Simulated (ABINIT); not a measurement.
BN:

```
N B
1.0
     1.25112    0.72234    3.37293
    -1.25112    0.72234    3.37293
     0.00000   -1.44467    3.37293
N B
1 1
Direct
  0.66724 0.66724 0.66724
  0.00033 0.00033 0.00033
```

The cell is a database's computed one.

Base run:

- Program: ABINIT 10.8.3 (patched build)
- Functional: PBEsol
- Potentials or basis: JTH PAW PBE v2.0
- Cutoff: 707 eV
- k mesh: 12 × 12 × 12
- Occupations: fermi-dirac, width 0.05 eV
- Spin: no spin polarisation

Its results: band gap on the k mesh 4.17 eV, indirect (least direct gap 4.62 eV); pressure 1.1 GPa; largest force 0.004 eV/Å.

Question: The run is repeated on the same cell with these changes: functional from PBEsol to LDA; potentials or basis from JTH PAW PBE v2.0 to JTH PAW LDA v2.0. What comes out?

Answer: Band gap on the k mesh 4.09 eV, indirect (least direct gap 4.55 eV); pressure -4.2 GPa; largest force 0.005 eV/Å.

Caveats: the atomic spheres overlap; the PAW data sets were made with another functional, which shifts forces and pressure a little (some runs).

A k mesh can miss the band edges.
